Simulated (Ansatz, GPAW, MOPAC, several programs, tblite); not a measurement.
## What each method gives for SnO₂ (1T monolayer)

SnO₂ (1T monolayer), relaxed with r2SCAN in Ansatz, was computed with several methods. In-plane lattice: a = 3.189 Å, b = 3.189 Å, γ = 120.0°; thickness between the outer nuclei 1.98 Å. Sn has 6 O at 2.09 Å; O has 3 Sn at 2.09 Å. Simulation only: spin-unpolarised, and no claim that this is the phase found in nature.

```yaml
crystal:
  lattice:
    - [3.18893, 0.00000, 0.00000]
    - [-1.59447, 2.76170, 0.00000]
    - [0.00000, 0.00000, 28.53365]
  atoms:
    - { symbol: Sn, position: [0.00000, 0.00000, 0.31542] }
    - { symbol: O, position: [0.33333, 0.66667, 0.35015] }
    - { symbol: O, position: [0.66667, 0.33333, 0.28068] }
```
The sheet repeats along a and b alone.

Gaps and times are for a single point on this cell. Times are rough, from shared hosts (Arm Neoverse N1), and each method has its own mesh and cell size. PM6 (MOPAC), PM7 (MOPAC), GFN1-xTB (tblite), GFN2-xTB (tblite) treat a cluster of cells at its zone centre, which samples few k points: where these miss a band edge, the gap comes out too large for that reason alone. Gaps from k meshes are read at a limited set of points (mesh, symmetry points, PBE's band edges), so each method's own least gap may be somewhat smaller. xTB and the PM methods were fitted mostly to molecules, and can miss a solid's gap by electronvolts. Minimal bases can be far off for gaps. GLLB-SC's gap includes the derivative discontinuity. d marks a direct gap, i an indirect one (no mark: not told apart), a dash a value that wasn't computed or didn't pass its checks.

| method | kind | gap (eV) | atoms computed | processor time |
| --- | --- | --- | --- | --- |
| PM7 (MOPAC) | semi-empirical | 8.42 | 27 | 0.37 s |
| PM6 (MOPAC) | semi-empirical | 9.06 | 27 | 0.46 s |
| GFN1-xTB (tblite) | tight binding | 2.34 | 27 | 1.2 s |
| GFN2-xTB (tblite) | tight binding | 2.48 | 27 | 1.7 s |
| light PBE (260 eV and a coarse mesh) | light plane-wave | 2.81 i | 3 | 3.7 s |
| PBE/single zeta (GPAW) | small basis | 2.39 i | 3 | 5.4 s |
| PBE | semilocal | 2.87 i | 3 | 13 s |
| r2SCAN | semilocal | 3.44 i | 3 | 35 s |
| GLLB-SC (GPAW) | model potential | 5.46 | 3 | 64 s |

Against r2SCAN (3.44 eV) and with closed or daggered gaps left aside, the nearest gap at the points sampled is that of PBE (-0.57 eV) and the farthest that of PM6 (MOPAC) (+5.62 eV). r2SCAN is only a yardstick of convenience: semilocal gaps usually lie below measured ones, which GLLB-SC and hybrids aim to mend.

Spin-orbit coupling is left out, which matters wherever the heavy atoms make up the band edges.
